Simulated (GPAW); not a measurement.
# C (C2/m) in GPAW: single point with PBE

Aim: the single point of C with PBE.

All numbers are computed with GPAW 26.7.0; they aren't measurements. Logs are shortened: lines on timing, memory, paths and dates and some standing lists are left out, and cuts for length are marked. The log counts tension as positive stress, the text compression.

## Step 1: The undisturbed crystal

It takes space group C2/m (No. 12, monoclinic). The conventional cell has a = 4.255 Å, b = 2.457 Å, c = 3.765 Å, α = 90.00°, β = 111.49°, γ = 90.00°. Around C (site symmetry m) lie 3 C at 1.42 Å.

This is a stacking variant of graphite.

## Step 2: Single point, PBE (atoms moved at random, drawn with an rms of 0.05 Å)

run.py

```python
from ase.dft.bandgap import bandgap
from ase.io import read, write
from ase.units import GPa
from gpaw import GPAW, PW

atoms = read('POSCAR')

calc = GPAW(mode=PW(800),
            xc='PBE',
            kpts={'size': (13, 13, 8), 'gamma': True},
            occupations={'name': 'fermi-dirac', 'width': 0.05},
            nbands=11,
            convergence={'density': 1e-05, 'energy': 1e-05},
            maxiter=150,
            txt='gpaw.txt')
atoms.calc = calc
energy = atoms.get_potential_energy()
forces = atoms.get_forces()
stress = atoms.get_stress()
calc.write('gs.gpw')
write('result.traj', atoms)
print(f'Energy: {energy:.6f} eV')
print('Forces (eV/A):')
print(forces.round(4))
print('Stress (GPa):', (stress / GPa).round(3))
print('Fermi level:', round(calc.get_fermi_level(), 4), 'eV')
print(f'Gap: {bandgap(calc)[0]:.4f} eV, direct: {bandgap(calc, direct=True)[0]:.4f} eV')
```

POSCAR

```
C
1.0
    2.1273203072     -1.2282824400      0.0000000000
    2.1273203072      1.2282824400      0.0000000000
   -1.3790696309      0.0000000000      3.5028300786
C
2
Direct
    0.1515330000      0.1857670000      1.0020710000
    0.8376840000      0.8408800000      0.0065240000
```

Potentials or basis: GPAW PAW data sets (gpaw-data 1.2.1), pw.

Launch:

```bash
> OMP_NUM_THREADS=1 python run.py
```

gpaw.txt:

```text
__  _  _
 | _ |_)|_||  |
 |__||  | ||/\| - 26.7.0

Input parameters:
  mode=PW(ecut=800.0),
  convergence={'density': 1e-05, 'energy': 1e-05},
  kpts=MonkhorstPack(size=(13, 13, 8), gamma=True),
  maxiter=150,
  nbands=11,
  occupations=Occupations(name='fermi-dirac', width=0.05),
  xc=XC(name='PBE')

Diagonalizing LCAO Hamiltonian
Converting LCAO to pw mode

       C

                 C

Atoms  # Å, Bohr magnetons
|   | symbol |         x |        y |        z |    initial magnetic moments |
|---|--------|-----------|----------|----------|-----------------------------|
| 0 |      C | -0.664381 | 0.042049 | 3.510084 | ( 0.0000,  0.0000,  0.0000) |
| 1 |      C |  3.561846 | 0.003926 | 0.022852 | ( 0.0000,  0.0000,  0.0000) |

Unit cell  # Å
| periodic |         x |         y |        z |  lengths |     angles |
|----------|-----------|-----------|----------|----------|------------|
|      yes |  2.127320 | -1.228282 | 0.000000 | 2.456455 | 108.496630 |
|      yes |  2.127320 |  1.228282 | 0.000000 | 2.456455 | 108.496630 |
|      yes | -1.379070 |  0.000000 | 3.502830 | 3.764525 |  60.002969 |

Number of symmetries: 1
Symmetry operations  # r_c * U_cc + t_c -> r_c
|   | kind |            matrix            |
|---|------|------------------------------|
| 0 |  E   |  1, 0, 0,  0, 1, 0,  0, 0, 1 |

BZ-sampling:
  Number of BZ points: 1352
  Number of IBZ points: 677

  Monkhorst-Pack size: [13, 13, 8]
  Monkhorst-Pack shift: [0.0, 0.0, 0.0625]

K-points  # in reciprocal-cell coordinates
|     |                                coordinates |     weight |
|-----|--------------------------------------------|------------|
|   0 | (  0.00000000,   0.00000000,   0.00000000) | 0.00073964 |
|   1 | (  0.00000000,   0.00000000,   0.12500000) | 0.00147929 |
|   2 | (  0.00000000,   0.00000000,   0.25000000) | 0.00147929 |
|   3 | (  0.00000000,   0.00000000,   0.37500000) | 0.00147929 |
|   4 | (  0.00000000,   0.00000000,   0.50000000) | 0.00073964 |
|   5 | (  0.00000000,   0.07692308,  -0.37500000) | 0.00147929 |
|   6 | (  0.00000000,   0.07692308,  -0.25000000) | 0.00147929 |
|   7 | (  0.00000000,   0.07692308,  -0.12500000) | 0.00147929 |
|   8 | (  0.00000000,   0.07692308,   0.00000000) | 0.00147929 |
|   9 | (  0.00000000,   0.07692308,   0.12500000) | 0.00147929 |
| ... |                                            |            |
| 676 | (  0.46153846,   0.46153846,   0.50000000) | 0.00147929 |

Plane wave coefficients: 955
Cutoff: 800.0 eV

Spin-components: 1 (collinear spins)
Bands:           11
Projectors:      10
Spin-degeneracy: 2
Datatype:        complex128

Density:
  Valence electrons: 8.0
  Components: 1
  Grid points: [18 18 25]
  Charge: 0.0  # |e|

Potential:
  Grid points: [18 18 25]

species:
  C:
    name:    Carbon
    Z:       6.0
    valence: 4
    core:    2
    charge:  0.0  # [|e|]
    compensation charges:
      type: gauss
      rc: 0.20  # [Å]
      lmax: 2
    cutoffs:
      filter: 1.14  # [Å]
      core: 1.14  # [Å]
    projectors
    | kind |    occ | energy [eV] | rcut [Å] |
    |------|--------|-------------|----------|
    |   2s |  2.000 |     -13.751 |    0.635 |
    |   2p |  2.000 |      -5.284 |    0.635 |
    |    s |        |      13.461 |    0.635 |
    |    p |        |      21.927 |    0.635 |
    |    d |        |       0.000 |    0.635 |

    Using partial waves for C as LCAO basis

Reference energy: -2055.256231  # eV

eigensolver:
  PPCG
  Converge bands: occupied
  niter=2

density mixing:
  MSR1-Mixer
  Pratt-step length: 0.05
  Maximum mixing coefficient: 0.75
  Old densities: 10
  SVD Regularization: 0.005
  Good broyden scale: 1.0
  Trust region scale: 1.0
  Backstep threshold: 4.0
  History deletion threshold: 6.0
  Fourier metric: weight=20.0, sigma=0.015

occupation numbers:
  Fermi-Dirac:
    width: 0.0500  # eV

poisson solver:
  ecut: 6400.0  # eV

xc functional:
[... 9 lines left out ...]
|iter     | |      energy | eigst |  dens |
|---------|-|-------------|-------|-------|
|iter:   1| |  -19.420501 | +0.63 |       |
|iter:   2| |  -19.281535 | -1.61 | -0.75 |
|iter:   3| |  -18.392670 | -1.06 | -0.78 |
|iter:   4| |  -18.398061 | -2.61 | -1.60 |
|iter:   5| |  -18.400144 | -3.92 | -2.02 |
|iter:   6| |  -18.400152 | -5.79 | -3.23 |
|iter:   7| |  -18.400155c| -6.87 | -3.63 |
|iter:   8| |  -18.400155c| -7.53c| -4.65 |
|iter:   9| |  -18.400155c| -8.19c| -5.03c|

Converged in 9 steps
Energy contributions relative to reference atoms: (reference = -2055.256231)

Energy contributions:
  Kinetic:          18.736689
  Coulomb:         -18.976655
  Zero:              0.041184
  External:          0.000000
  Xc:              -18.201362
  Entropy:          -0.000019
  Spinorbit:         0.000000
  ----------------------------
  Free energy:     -18.400164
  Extrapolated:    -18.400155

dipole moment: (5.502845, 0.257835, -13.517836)  # |e|*Ang

Fermi level: 5.854
Eigenvalues  # (at kpt = [0.000, 0.000, 0.000])
| band index |      eig [eV] | occ [0-2] |
|------------|---------------|-----------|
|          0 |       -13.890 |     2.000 |
|          1 |        -1.039 |     2.000 |
|          2 |         2.208 |     2.000 |
|          3 |         3.419 |     2.000 |
|          4 |         9.732 |     0.000 |
|          5 |        13.451 |     0.000 |
|          6 |        15.032 |     0.000 |
|          7 |        17.342 |     0.000 |
|          8 |        18.677 |     0.000 |
|          9 |        28.627 |     0.000 |
|         10 |        29.995 |     0.000 |

Gap: 0.504 eV
Transition (v -> c):
  (s=0, k=373, n=3, [0.31, -0.38, -0.38]) -> (s=0, k=373, n=4, [0.31, -0.38, -0.38])
No difference between direct/indirect transitions

Forces  # eV/Ang
|        x |        y |        z |
|----------|----------|----------|
|  0.52038 | -2.07505 |  0.24883 |  # C    0
| -0.52040 |  2.07504 | -0.24887 |  # C    1

Stress tensor  # eV/Ang^3
|         x |         y |         z |
|-----------|-----------|-----------|
| -0.043087 | -0.026598 |  0.000619 |
| -0.026598 | -0.027957 | -0.001853 |
|  0.000619 | -0.001853 | -0.009977 |

# Writing to gs.gpw (mode='')
```

Wall time 1.7 min (1 thread of Arm Neoverse V2, shared host); peak memory 0.36 GiB.

Results:

| Property | Result |
| --- | --- |
| Free energy | -18.4002 eV |
| Pressure | 4.3 GPa |
| Largest force | 2.154 eV/Å |
| Band gap on the k mesh | 0.50 eV, direct |

Forces in eV/Å, atoms in the order of the input:
```
C    0.520 -2.075  0.249
C   -0.520  2.075 -0.249
```

Caveat: an odd mesh through Γ misses points on the zone boundary, where band edges often lie.
